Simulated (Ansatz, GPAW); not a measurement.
# SnTe: programs and potentials compared

```
Te Sn
1.0
     0.00000    3.15085    3.15085
     3.15085    0.00000    3.15085
     3.15085    3.15085    0.00000
Te Sn
1 1
Direct
  0.50000 0.50000 0.50000
  0.00000 0.00000 0.00000
```

Alike in all runs: task single point; functional PBE; k mesh 7 × 7 × 7; occupations gaussian, width 0.015 eV; no spin polarisation; no spin-orbit coupling. Pressure is positive in compression and, in plane waves, holds the error of the finite cutoff, which Ansatz's Pulay term estimates and takes out.

```
                        program and potentials  plane-wave cutoff (eV)                                                                      notes  pressure (GPa)
                            Ansatz, Ansatz PAW                     420  15 valence electrons an atom on average; Pulay term of +0.03 GPa included            2.23
    GPAW, GPAW PAW data sets (gpaw-data 1.2.1)                     600                                    10 valence electrons an atom on average            1.95
Ansatz, all-electron LAPW, scalar-relativistic                       -                                                                          -            2.23
```

The pressure spans 1.95 (GPAW, GPAW PAW data sets (gpaw-data 1.2.1)) to 2.23 GPa (Ansatz, all-electron LAPW, scalar-relativistic), with all-electron results at 2.23.

The functional is the same throughout but for its coding, so the spread measures potentials, basis and numerics; runs on potential files found faulty are left out.
